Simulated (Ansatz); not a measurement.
**How settings move the results for LiH**

```
Li H
1.0
     0.00000    2.14485    2.14485
     2.14485    0.00000    2.14485
     2.14485    2.14485    0.00000
Li H
1 1
Direct
  0.00000 0.00000 0.00000
  0.25000 0.25000 0.25000
```

Atom numbers follow the list: Li1, H2.

The cell was built from the zincblende type and relaxed in the same program, and has space group F-43m; it needn't be a known or the stable phase.

These are results of DFT, PBE, all-electron LAPW, scalar-relativistic (Ansatz 0.2.0), not measurements.

The runs use a Γ-centred 13×13×13 k mesh, Fermi–Dirac smearing of 0.05 eV, basis error target 0.25 meV/atom, no spin polarisation. One setting is then changed at a time.

| k mesh | free energy less the base's (meV/atom) | P (GPa) | gap on the mesh (eV) | cutoff chosen (eV) |
| --- | --- | --- | --- | --- |
| 13×13×13 (base) | 0.0 | -0.05 | 4.326 | 248 |
| 4×4×4 | -1.8 | ? | 4.196 | 248 |
| 6×6×6 | 0.0 | -0.05 | ? | 248 |
| 10×10×10 | 0.0 | -0.05 | 4.233 | 248 |
| 18×18×18 | 0.0 | -0.05 | 4.207 | 248 |

Fill in "gap on the mesh (eV)" for the row "6×6×6".

4.292.

Fill in "P (GPa)" for the row "4×4×4".

-0.12.
